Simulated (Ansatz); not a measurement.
# TiO2: a scan of SCF settings, part 2 of 2

Which SCF settings change the result for TiO2, and which only the effort? The default run comes first. We look at TiO2: the measured crystal structure (space group I4_1/amd), with 6 atoms per cell. Source: COD entry 9008216; the sample's temperature and pressure aren't taken into account.

Ansatz 0.2.0; DFT PBE+U, PAW, plane waves, scalar-relativistic; U − J = 3.9 eV on Ti d. The steps go on from the part before.

## (8) Tetrahedron occupations

The COD cell was measured well above room temperature, so it is larger than a cold one.

Input file input.yaml:

```yaml
crystal:
  lattice:
    - [-1.902, 1.902, 4.807]
    - [1.902, -1.902, 4.807]
    - [1.902, 1.902, -4.807]
  atoms:
    - { symbol: Ti, position: [0.0, 0.0, 0.0], spin: 1.0 }
    - { symbol: Ti, position: [0.75, 0.25, 0.5], spin: 1.0 }
    - { symbol: O, position: [0.2076, 0.2076, 0.0] }
    - { symbol: O, position: [0.9576, 0.4576, 0.5] }
    - { symbol: O, position: [0.5424, 0.0424, 0.5] }
    - { symbol: O, position: [0.7924, 0.7924, 0.0] }
magnetization:
  spin_polarized: true
hamiltonian:
  xc: pbe
  pseudopotentials: { kind: paw }
  hubbard: { sites: [{ species: Ti, l: d, u_eff: 3.9 }] }
basis:
  ecutwfc: 420
kpoints:
  mp_grid: { grid: [6, 6, 7] }
scf:
  occupations: { method: tetrahedron }
  lower_state_search: "off"
  max_iter: 60
output:
  forces: true
  stress: true
```

On the command line:

```
ansatz run input.yaml --threads 2 --pin off --max-ram 5120MiB --backend cpu --events-out ev --progress --plain --runs-dir out
```

What it wrote, cut to the lines that bear on the results:

```text
Warning: output.forces, output.stress, relax.cell or npt_langevin: where a Kohn–Sham band that disperses or a degenerate level is filled in part under the method tetrahedron, the forces or the stress that this run publishes need not agree with its energy (scf.occupations.method in the [...]
[... 24 lines as in an earlier run ...]
Starting moments: Σ|m| = 2 μB on 2 of 6 sites
[... 2 lines as in an earlier run ...]
SCF iter   1: F=—  HF=-7271.205758 eV  |F-HF|=—  |Δ(HF+E_count)|=         —  Δρ=6.47e-2 (↑6.47e-2 ↓5.64e-2)  dr2=5.88e0  dr2_m=1.09e0  M=0.000 μB ∫|m|=0.707 μB  β_m=0.30  ethr=3.10e-3  ⟨swp⟩=5.8  Hψ=19001  notcnv=0
[...]
[... 1 line as in an earlier run ...]
[...]
spin-set hold released at iteration 7 (site moments contracting): the magnetisation degrees of freedom join the quasi-Newton model from the next iteration; the mixer history was flushed
[...]
SCF iter  15: F=-7270.991129 eV  HF=-7270.991129 eV  |F-HF|=8.82e-11  |Δ(HF+E_count)|=   2.90e-9  Δρ=3.42e-7 (↑3.32e-7 ↓3.42e-7)  dr2=3.49e-10  dr2_m=3.12e-12  M=0.000 μB ∫|m|=0.000 μB  ethr=7.62e-12  ⟨swp⟩=1.2  Hψ=12874  notcnv=0
[...]
WARN: the starting moments were not kept: the SCF closed with an absolute magnetisation of 1.3e-6 μB, where they sum to 2 μB in size (2 sites). That is at most 0.1 of that sum. Measured as dr2_m measures the in/out step, that magnetisation stands 2.0e-13 eV from none, at or under the [...]
SCF converged after 15 iterations
Magnetization: 0.0000 μB (24.0000 up, 24.0000 down)
Absolute magnetization: 0.0000 μB (∫|ρ↑−ρ↓|, with the PAW one-centre terms)
Spin contamination: 0.0000 ħ² per cell (⟨S²⟩ above its minimum at these occupations)
Per-site moments (μB) at R_I (Å): [(2.3659478909484727e-7, 0.8023914068235648), (2.3659478895891828e-7, 0.8023914068235648), (-5.953169694788559e-8, 0.8023914068235648), (-5.9531696965085e-8, 0.8023914068235648), (-5.9531697123641643e-8, 0.8023914068235648), (-5.953169699812872e-8, [...]
Free energy (F): -7270.991129 eV
[...]
E sigma→0 (E₀):  -7270.991129 eV
Fermi energy:    7.373334 eV
[...]
--- Forces (eV/Å), atoms counted from 1 ---
  atom   1  Ti     0.00002661    -0.00002661     0.00000000
  atom   2  Ti    -0.00002661     0.00002661     0.00000000
  atom   3  O      0.00002459    -0.00000717    -0.05034658
  atom   4  O     -0.00000717     0.00002459    -0.05034658
  atom   5  O     -0.00002459     0.00000717     0.05034658
  atom   6  O      0.00000717    -0.00002459     0.05034658
[...]
--- Stress (GPa, compression-positive) ---
        3.965779       0.000129       0.000035
        0.000129       3.965779       0.000035
        0.000035       0.000035       3.838256
  P = ⅓ Tr σ = 3.9233 GPa (39.233 kbar)
--- Band table (eV; the first three rows and the last of 152) ---
[...]
Occupation matrices written to <dir>
```

It took 15 s on 2 threads of Arm Neoverse V2, shared host; peak memory 0.63 GiB.

15 iterations, as in the default run; free energy unchanged, zero-width estimate unchanged.

## (9) K-point mesh 3x3x4

input.yaml, as its differences from that of step 8:

```diff
@@ -21,5 +21,5 @@
 kpoints:
-  mp_grid: { grid: [6, 6, 7] }
+  mp_grid: { grid: [3, 3, 4] }
 scf:
-  occupations: { method: tetrahedron }
+  occupations: { method: fermi_dirac, width: 0.02 }
   lower_state_search: "off"
```

On the command line:

```
ansatz run input.yaml --threads 2 --pin off --max-ram 5120MiB --backend cpu --events-out ev --progress --plain --runs-dir out
```

What it wrote, cut to the lines that bear on the results:

```text
Warning: crystal.symmetry: narrowed to the stabiliser of the k-point mesh — unitary ops 16 → 4; excluded 12 operations that carry a point of the 3×3×4 mesh (shift [0, 0, 0]) off the mesh (the run samples exactly the mesh kpoints.mp_grid names, as under crystal.symmetry.detect: false, and [...]
[... 16 lines as in an earlier run ...]
k-points: 14 of 36
[... 6 lines as in an earlier run ...]
Starting moments: Σ|m| = 2 μB on 2 of 6 sites
[... 2 lines as in an earlier run ...]
SCF iter   1: F=—  HF=-7271.206281 eV  |F-HF|=—  |Δ(HF+E_count)|=         —  Δρ=6.47e-2 (↑6.47e-2 ↓5.64e-2)  dr2=5.88e0  dr2_m=1.09e0  M=0.000 μB ∫|m|=0.707 μB  β_m=0.30  ethr=3.10e-3  ⟨swp⟩=6.1  Hψ=3514  notcnv=0
[...]
[... 1 line as in an earlier run ...]
[...]
spin-set hold released at iteration 7 (site moments contracting): the magnetisation degrees of freedom join the quasi-Newton model from the next iteration; the mixer history was flushed
[...]
WARN: the starting moments were not kept: the SCF closed with an absolute magnetisation of 1.3e-6 μB, where they sum to 2 μB in size (2 sites). That is at most 0.1 of that sum. Measured as dr2_m measures the in/out step, that magnetisation stands 2.1e-13 eV from none, at or under the [...]
SCF converged after 15 iterations
Magnetization: 0.0000 μB (24.0000 up, 24.0000 down)
Absolute magnetization: 0.0000 μB (∫|ρ↑−ρ↓|, with the PAW one-centre terms)
Spin contamination: 0.0000 ħ² per cell (⟨S²⟩ above its minimum at these occupations)
Per-site moments (μB) at R_I (Å): [(2.3257475434132496e-7, 0.8023914068235648), (2.325747543632808e-7, 0.8023914068235648), (-8.092963966189492e-8, 0.8023914068235648), (-8.092963949775947e-8, 0.8023914068235648), (-8.092963961467291e-8, 0.8023914068235648), (-8.092963965229592e-8, [...]
Free energy (F): -7270.992147 eV
[...]
E sigma→0 (E₀):  -7270.992147 eV
Fermi energy:    8.646101 eV
[...]
--- Forces (eV/Å), atoms counted from 1 ---
  atom   1  Ti    -0.00408298     0.00408298     0.00000000
  atom   2  Ti     0.00408298    -0.00408298     0.00000000
  atom   3  O     -0.00651368     0.00197297    -0.04912476
  atom   4  O      0.00197297    -0.00651368    -0.04912476
  atom   5  O      0.00651368    -0.00197297     0.04912476
  atom   6  O     -0.00197297     0.00651368     0.04912476
[...]
--- Stress (GPa, compression-positive) ---
        3.967910      -0.019330       0.003758
       -0.019330       3.967910       0.003758
        0.003758       0.003758       3.842538
  P = ⅓ Tr σ = 3.9261 GPa (39.261 kbar)
Occupation matrices written to <dir>
```

Run time: 3.4 s. Hardware: 2 threads of Arm Neoverse V2, shared host; peak memory 0.38 GiB.

15 iterations, as in the default run; free energy shifted by -0.2 meV/atom, forces change by up to 0.007 eV/Å.

This setting is poor on purpose, so its numbers aren't to be taken as properties of the material.

## (10) Linear mixing, β 0.3, no preconditioner

input.yaml, as its differences from that of step 9:

```diff
@@ -21,3 +21,3 @@
 kpoints:
-  mp_grid: { grid: [3, 3, 4] }
+  mp_grid: { grid: [6, 6, 7] }
 scf:
@@ -25,3 +25,5 @@
   lower_state_search: "off"
+  algorithm: density_mixing
   max_iter: 60
+  mixing: { algorithm: anderson, ndim: 1, beta: 0.3, preconditioner: none }
 output:
```

On the command line:

```
ansatz run input.yaml --threads 2 --pin off --max-ram 5120MiB --backend cpu --events-out ev --progress --plain --runs-dir out
```

What it wrote, cut to the lines that bear on the results:

```text
[... 24 lines as in an earlier run ...]
Starting moments: Σ|m| = 2 μB on 2 of 6 sites
[... 2 lines as in an earlier run ...]
SCF iter   1: F=—  HF=-7271.205756 eV  |F-HF|=—  |Δ(HF+E_count)|=         —  Δρ=6.47e-2 (↑6.47e-2 ↓5.64e-2)  dr2=5.88e0  dr2_m=1.09e0  M=0.000 μB ∫|m|=0.707 μB  β_m=0.30  ethr=3.10e-3  ⟨swp⟩=5.8  Hψ=19092  notcnv=0
[...]
spin-set hold released at iteration 7 (site moments contracting): the magnetisation degrees of freedom join the quasi-Newton model from the next iteration; the mixer history was flushed
[...]
SCF iter  50: F=-7270.991129 eV  HF=-7270.991129 eV  |F-HF|=1.75e-9  |Δ(HF+E_count)|=   1.39e-9  Δρ=2.31e-6 (↑2.31e-6 ↓2.31e-6)  dr2=3.14e-14  dr2_m=3.41e-9  M=0.000 μB ∫|m|=0.000 μB  ethr=1.00e-12  ⟨swp⟩=1.0  Hψ=11785  notcnv=0
WARN: the starting moments were not kept: the SCF closed with an absolute magnetisation of 1.1e-4 μB, where they sum to 2 μB in size (2 sites). That is at most 0.1 of that sum. Measured as dr2_m measures the in/out step, that magnetisation stands 2.1e-9 eV from none, at or under the [...]
[... 1 line as in an earlier run ...]
SCF converged after 50 iterations
Magnetization: 0.0000 μB (24.0000 up, 24.0000 down)
Absolute magnetization: 0.0001 μB (∫|ρ↑−ρ↓|, with the PAW one-centre terms)
Spin contamination: 0.0000 ħ² per cell (⟨S²⟩ above its minimum at these occupations)
Per-site moments (μB) at R_I (Å): [(1.5788762975779224e-5, 0.8023914068235648), (1.5788762975741467e-5, 0.8023914068235648), (-1.3537547309451951e-5, 0.8023914068235648), (-1.3537547309559921e-5, 0.8023914068235648), (-1.3537547309501603e-5, 0.8023914068235648), (-1.353754730953428e-5, [...]
Free energy (F): -7270.991129 eV
[...]
E sigma→0 (E₀):  -7270.991129 eV
Fermi energy:    8.671321 eV
[... 30 lines left out: energy terms, forces, stress ...]
Occupation matrices written to <dir>
```

It took 41 s on 2 threads of Arm Neoverse V2, shared host; peak memory 0.61 GiB.

It takes 50 iterations (default 15). Against the default run: the same free energy.

## (11) Comparison

```tsv
step	settings	iterations	time	against the default run
2	default SCF settings	15	21 s	reference
3	Methfessel–Paxton smearing, width 0.15 eV	15	15 s	free energy unchanged, zero-width estimate unchanged
4	Broyden, β 0.5, preconditioner LDOS	14	15 s	the same free energy
5	Broyden, β 0.5, preconditioner local Kerker	14	15 s	the same free energy
6	Methfessel–Paxton smearing, width 0.5 eV	15	15 s	free energy unchanged, zero-width estimate unchanged
7	Broyden, β 0.4, magnetisation mixing 2.0	13	13 s	the same free energy
8	tetrahedron occupations	15	15 s	free energy unchanged, zero-width estimate unchanged
9	k-point mesh 3x3x4	15	3.4 s	free energy shifted by -0.2 meV/atom, forces change by up to 0.007 eV/Å
10	linear mixing, β 0.3, no preconditioner	50	41 s	the same free energy
```

Decimal logarithm of the largest residual (eV) by iteration, counted through all cycles of a run (8 of the 9 runs):

```csv
iteration,step 2,step 3,step 4,step 5,step 6,step 7,step 8,step 9
1,0.8,0.8,0.8,0.8,0.8,0.8,0.8,0.8
2,0.1,0.1,1.0,-0.1,0.1,-0.1,0.1,0.1
3,-0.3,-0.3,-0.5,-0.6,-0.3,-0.4,-0.3,-0.3
4,-0.8,-0.8,-1.3,-1.4,-0.8,-1.5,-0.8,-0.8
5,-1.0,-1.0,-1.7,-1.7,-1.0,-2.1,-1.0,-1.0
6,-1.2,-1.2,-2.0,-2.1,-1.2,-2.9,-1.2,-1.3
7,-1.5,-1.5,-2.3,-2.4,-1.5,-3.8,-1.5,-1.5
9,-3.0,-3.0,-3.8,-4.6,-3.0,-5.4,-3.0,-3.0
10,-2.8,-2.8,-5.6,-6.5,-2.9,-5.5,-2.8,-2.8
11,-5.2,-5.2,-6.8,-7.1,-5.3,-7.3,-5.2,-5.2
12,-6.8,-6.8,-8.0,-8.8,-6.9,-8.5,-6.8,-6.8
14,-8.4,-8.4,-9.5,-10.6,-8.6,-,-8.4,-8.4
15,-9.5,-9.5,-,-,-9.6,-,-9.5,-9.5
```

## (12) Outcome

This closing draws on all 2 parts.

| quantity | value |
| --- | --- |
| default run | 15 iterations, non-magnetic, a gap of 2.58 eV on the k-mesh |
| fewest iterations to that state among the runs shown | 13 (Broyden, β 0.4, magnetisation mixing 2.0) |
| most iterations to it | 50 (linear mixing, β 0.3, no preconditioner) |
| runs that end in another state, among changes of path alone | 0 |
| largest shift of the free energy by occupations, cutoff, mesh or field | -0.2 meV/atom (k-point mesh 3x3x4) |

What this shows: The default and the runs that change only the path, 5 in all, end in one state, in 13 to 50 iterations. Occupations, cutoff, mesh and fields change the problem that is solved, not just the path; the largest shift here is that of “k-point mesh 3x3x4”. Other settings tried on this cell gave no result: linear mixing, β 0.2, Kerker (not converged after 60 iterations, still settling); Anderson, β 3.0, history 8 (input refused). Counts include iterations that the program adds to test a close, so a difference of one or two ranks nothing. The starting density is a sum of atomic densities. The mesh has less symmetry than the lattice, which lowers the symmetry of the run.
